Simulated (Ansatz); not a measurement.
# AlCo (Pm-3m): modes against uniaxial strain along [001], part 3 of 3

Wanted: the shifts of the zone-centre modes of AlCo (Pm-3m) with strain.

Ansatz 0.2.0; DFT LDA, scalar-relativistic, plane waves, PAW; PAW set soft_1.

So far, highest optical mode at the zone centre (no LO-TO term) (cm⁻¹): step 4 (zone-centre response at rest) 346; step 6 (strain 4 %) 339.

## 7. Relaxation of a member: uniaxial strain of -4 % along [001] (continued)

The steps of the relaxation:

| step | energy less that of the first step (eV) | largest force component (eV/Å) | pressure (GPa) | volume (Å³) |
| --- | --- | --- | --- | --- |
| 1 | 0.0000 | 0.0000 | 5.54 | 21.29 |
| 2 | -0.0004 | 0.0000 | 4.87 | 21.36 |
| 3 | -0.0005 | 0.0000 | 4.26 | 21.42 |
| 4* | -0.0006 | 0.0000 | 4.26 | 21.42 |
| 5 | -0.0006 | 0.0000 | 4.25 | 21.42 |
| 6* | -0.0006 | 0.0000 | 4.25 | 21.42 |

Relaxation steps marked * repeat the geometry before them on a plane-wave basis chosen anew for their cell, so energy and pressure can jump there.

Forces are held to the 16 operations that the run works with; a distortion that breaks them can't arise in this run.

| conventional cell, symmetrised | before | after | change |
| --- | --- | --- | --- |
| a (Å) | 2.818 | 2.826 | +0.3 % |
| b (Å) | 2.818 | 2.826 | +0.3 % |
| c (Å) | 2.682 | 2.682 | +0.0 % |
| volume (Å³/atom) | 10.65 | 10.71 | +0.6 % |

Final coordinates:

```cif
data_structure
_symmetry_space_group_name_H-M 'P 1'
_symmetry_Int_Tables_number 1
_cell_length_a 2.8263
_cell_length_b 2.8263
_cell_length_c 2.6816
_cell_angle_alpha 90.000
_cell_angle_beta 90.000
_cell_angle_gamma 90.000
_cell_volume 21.42
loop_
_atom_site_label
_atom_site_type_symbol
_atom_site_fract_x
_atom_site_fract_y
_atom_site_fract_z
_atom_site_occupancy
Al1 Al 0.00000 0.00000 0.00000 1
Co2 Co 0.50000 0.50000 0.50000 1
```

Numbers from this step:

| Item | Value |
| --- | --- |
| pressure | 4.251 GPa |
| volume per atom | 10.71 Å³ |

The forces vanish by symmetry.

## 8. Zone-centre modes of the member: uniaxial strain of -4 % along [001]

The zone-centre modes follow for uniaxial strain of -4 % along [001].

input.yaml reads:

```yaml
crystal:
  lattice:
    - [2.8262503361, 0.0, 0.0]
    - [0.0, 2.8262503361, 0.0]
    - [0.0, 0.0, 2.6816008429]
  atoms:
    - { symbol: Al, position: [0.0, 0.0, 0.0] }
    - { symbol: Co, position: [0.5, 0.5, 0.5] }
kpoints:
  mp_grid: { grid: [16, 16, 16] }
hamiltonian:
  xc: lda
  pseudopotentials: { kind: paw, azcp: { folder: soft_1 }, xc_functional: pbe }
scf:
  occupations: { method: methfessel_paxton, width: 0.2 }
output:
  eigenvalues: true
phonons:
  method: dfpt
```

Run with:

```sh
ansatz run input.yaml --threads 4 --pin off --max-ram 10240MiB --backend cpu --events-out ev --progress --plain --runs-dir out
```

Numbers of over 12 decimals in the logs are rounded to 6 here.

The log of the run:

```text
[...]
Crystal: 2 atoms, lattice volume = 21.420 Å³
Basis set: ecut = 420 eV, 421 PW (Γ), exchange–correlation on 40×40×36 points (8 copies of the dense FFT grid, shifted against one another)
Bands: 14, of which v1, the nominal top of the filled ones, is band 10 counted from 1 (9 counted from 0)
Symmetry: 16 space group operations
k-points: 729 of 4096 (irreducible under 8 space group operations)
[...]
k-point 2: bands = [... 6 lower, 12.2185, 14.4914, 14.4995, 14.4995, 20.5955, 21.6446, 21.6446, 24.3899]
  k-point 728: bands = [... 6 lower, 11.2340, 15.1661, 15.3871, 17.8450, 17.8450, 18.0693, 20.2751, 20.9320]
[...]
ASR residual: 6.225e-5 → 0.000e0 eV/Å²; symmetrization residual: 7.462e-7 eV/Å²
  ASR residual per site (eV/Å²): 3.24e-6 6.22e-5
  Γ frequencies (cm⁻¹): 0.00 0.00 0.00 354.08 356.02 356.02
[...]
[key lines of the parts left out:]
SCF converged after 9 iterations
Free energy (F): -5576.968256 eV
Fermi energy:    15.472539 eV
```

Wall time 18 s (4 threads of Arm Neoverse V2, shared host); peak memory 0.91 GiB; 64 s of CPU time.

Numbers from this step:

* sum-rule residual before enforcement: 6.22e-5 eV/Å²
* highest optical mode at the zone centre (no LO-TO term): 356.0 cm⁻¹
* lowest optical zone-centre mode: 354.1 cm⁻¹

Patterns of degenerate modes are one choice out of their space. Modes at Γ, with each element's share of the kinetic energy:

| mode | frequency (cm⁻¹) | symmetry | Al % | Co % |
| --- | --- | --- | --- | --- |
| 1 | 0.0 | acoustic | 31 | 69 |
| 2 | 0.0 | acoustic | 31 | 69 |
| 3 | 0.0 | acoustic | 31 | 69 |
| 4 | 354.1 | A2u | 69 | 31 |
| 5 | 356.0 | Eu | 69 | 31 |
| 6 | 356.0 | Eu | 69 | 31 |

The lowest optical mode is real, 354 cm⁻¹, and the highest lies at 356.0 cm⁻¹.

For the highest optical mode at the zone centre (no LO-TO term), step 4 gave 346 cm⁻¹; this run, with strain -4 %, gives 356 cm⁻¹ (+3 %).

## 9. All members side by side

The members are set side by side, also those not shown above.

Stress is positive in compression; energies are extrapolated to zero smearing, and E0 is that at rest; the edges not held and the atoms are relaxed in each cell; all runs use 16×16×16 k points and Methfessel-Paxton smearing of 0.2 eV. State of the crystal along the series:

```csv
strain (%),stress along the axis (GPa),free strain along [100] (%),free strain along [010] (%),E - E0 (meV/atom)
-4,12.75,1.178,1.178,16.78
-3,9.121,0.881,0.881,9.127
-2,5.745,0.5896,0.5896,3.91
-1,2.645,0.2995,0.2995,0.9284
0,3.10e-4,0,0,0
1,-2.067,-0.3204,-0.3204,0.7882
2,-3.803,-0.6451,-0.6451,2.905
3,-5.396,-0.966,-0.966,6.117
4,-6.903,-1.28,-1.28,10.28
```

Optical modes are counted from below at rest and tracked from member to member by their patterns, and modes that stay within 0.3 cm⁻¹ of each other stand once; labels, where given, are those at rest; the edges not held and the atoms are relaxed in each cell; all runs use 16×16×16 k points and Methfessel-Paxton smearing of 0.2 eV. Optical modes along the series:

```csv
strain (%),"optical mode 1 T1u, doublet (cm⁻¹)","optical mode 2 T1u, singlet (cm⁻¹)"
-4,356,354.1
-3,353.6,352.2
-2,351.1,350.1
-1,348.5,347.9
0,345.9,345.9
1,343.2,344.2
2,340.4,342.5
3,337.5,340.8
4,334.4,338.8
```

Value and slope at zero strain of a cubic (a lower polynomial where under five rows exist) through the rows within 2 % of rest. Slopes at rest:

```csv
mode,frequency (cm⁻¹),shift per percent of strain (cm⁻¹),shift per GPa of compressive stress (cm⁻¹)
"optical mode 1 T1u, doublet",345.9,-2.64,1.13
"optical mode 2 T1u, singlet",345.9,-1.86,0.79
```

## 10. Outcome

```
members                                                          : 9
highest optical mode at the zone centre (no LO-TO term), at rest : 345.9 cm⁻¹
Young’s modulus along [001]                                      : 235 GPa
optical mode 1 T1u, doublet, shift per percent                   : -2.64 cm⁻¹
optical mode 2 T1u, singlet, shift per percent                   : -1.86 cm⁻¹
```

What this shows: The stress changes by 2.35 GPa for each percent, a Young’s modulus of 235 GPa along [001]. For each percent the free edge responds with -0.31 %. The strain lowers the symmetry: the level at 345.9 cm⁻¹ splits, into 356.0 and 354.1 cm⁻¹ at -4 %. The fastest shift in the table of slopes is -2.6 cm⁻¹ for each percent (optical mode 1 T1u, doublet), or 1.1 cm⁻¹ for each GPa of compressive stress. For small strain, the measured shift of a line that Raman or infrared light can see, divided by its slope, estimates the stress, if the state of stress is of this kind. These are harmonic frequencies at zero temperature: anharmonic shifts, linewidths and thermal expansion are left out. With no gap, or one that is small against the smearing, the frequencies hang on the k mesh and the smearing, most of all near Kohn anomalies. The runs are without spin polarisation, although Co often carries a moment. The PAW files were made for PBE; the program adapts parts of them to the functional of the run, but their partial waves stay those of PBE, an approximation that was not tested in this session. Only the zone centre was solved, so an instability at another wavevector cannot show here.

[Logs are printed without paths, hosts, clocks, repeated set-up lines and the standing remarks that a program may print on its own settings, such as how far it seeks lower states.]

[Hosts, paths, dates, database ids (printed as entryN), source tags and the programs' standing remarks are cut or masked in the printed files.]
